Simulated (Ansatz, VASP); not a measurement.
## CdSe in VASP and in Ansatz

```xyz
2
Lattice="0.0000 3.0497 3.0497 3.0497 0.0000 3.0497 3.0497 3.0497 0.0000" Properties=species:S:1:pos:R:3 pbc="T T T"
Cd    0.0000    0.0000    0.0000
Se    1.5248    1.5248    1.5248
```

Change from the starting cell: volume scaled by 0.98.

Alike in both runs: task single point; functional LDA; k mesh 8 × 8 × 8; occupations fermi-dirac, width 0.03 eV; no spin polarisation.

```csv
,VASP,Ansatz
version,VASP 6.6.1,Ansatz 0.2.0
potentials or method,"VASP PAW LDA potentials, release 64 (Cd, Se), cutoff 520 eV","all-electron LAPW, scalar-relativistic"
```

|  | VASP | Ansatz | Ansatz less VASP |
| --- | --- | --- | --- |
| pressure (GPa) | -2.0 | -2.4 | -0.39 |

Ansatz ran all-electron here, so the differences hold the error of VASP's frozen core and of both bases.
